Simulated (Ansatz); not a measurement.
CdS in the rocksalt structure, relaxed with r2SCAN in Ansatz: the symmetry is Fm-3m (No. 225, cubic); a = 5.454 Å in the conventional setting, 20.27 Å³ an atom. Cd has 6 S at 2.73 Å; S has 6 Cd at 2.73 Å. It was then strained (epitaxial in the xy plane), atoms relaxed again within the symmetry left. Unstrained, HSE06 gives 1.243 eV (L → X, 6×6×6 mesh), and the band edges keep their places in every row. The normal direction was relaxed to zero stress. Only one sign of strain is shown, since it lowers the symmetry, and equivalent edge states can then move with another slope on the other side. Stress is positive in compression. (Calculated; spin-unpolarised; the phase may be known or hypothetical.)

Axes as in this cell:
```
Cd S
1.0
     0.00000    2.72678    2.72678
     2.72678    0.00000    2.72678
     2.72678    2.72678    0.00000
Cd S
1 1
Direct
  0.00000 0.00000 0.00000
  0.50000 0.50000 0.50000
```

```
strain (%)        ε  ΔE_g, HSE06 (eV)  Δσ_xx, r2SCAN (GPa)
      +2.0  +0.0200            -0.196                -2.54
     +2.54  +0.0254            -0.237                -3.10
     +3.69  +0.0369            -0.307                -4.14
```

**Fit ΔE_g = a x + b x² to these rows by least squares, with x = ε.** The normal equations take Σx² = 2.407e-03, Σx³ = 7.463e-05, Σx⁴ = 2.430e-06, ΣxΔE = -2.127e-02 and Σx²ΔE = -6.493e-04, and give a = -11.56 eV, b = +87.7 eV; the largest residual is 0.000 eV.

**Fit the change of σ_xx in the same way.** Δσ_xx = -144.2 x + (869) x² GPa. The slope, 144 GPa, is the biaxial modulus of the film.

**Predict the withheld row at +3.0 % (x = +0.0300).** ΔE_g ≈ -11.56 × (+0.0300) + (87.7) × (+0.0300)² = -0.268 eV, and Δσ_xx ≈ -3.54 GPa. The runs give -0.268 eV and -3.54 GPa, off by 0.000 eV and 0.00 GPa.

The runs are scalar-relativistic, without spin-orbit coupling.
